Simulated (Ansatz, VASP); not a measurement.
## TiB2 in VASP and in Ansatz

```
CELL_PARAMETERS angstrom
3.02593 0.00000 0.00000
-1.51296 2.62053 0.00000
0.00000 0.00000 3.22877
ATOMIC_POSITIONS crystal
Ti 0.00000 0.00000 0.00000
B 0.33333 0.66667 0.50000
B 0.66667 0.33333 0.50000
```

Alike in both runs: task single point; functional PBE; k mesh 6 × 6 × 6; occupations gaussian, width 0.1 eV; no spin polarisation.

```csv
,VASP,Ansatz
version,VASP 6.6.1,Ansatz 0.2.0
potentials or method,"VASP PAW PBE potentials, release 64 (Ti_sv, B)","scalar-relativistic, plane waves, PAW"
plane-wave cutoff (eV),520,420
valence electrons in the cell,18,18
```

Ansatz gave:

| Item | Value |
| --- | --- |
| gap on the k mesh at the Fermi level (eV) | none |
| pressure (GPa) | 1.1 |
| largest component of the traceless stress (GPa) | 2.13 |

Q: Which values does VASP return?

A: gap on the k mesh at the Fermi level (eV): none; pressure (GPa): 1.3; largest component of the traceless stress (GPa): 2.11.

A gap of «none» marks a metal or a gap that the smearing closes. With one functional, cell and mesh, what is left measures potentials, basis and numerics. Ansatz warned: «structure_snapped_to_symmetry».

Caveats: the k mesh is coarse (spacing up to 0.40 Å⁻¹), so the values aren't converged.
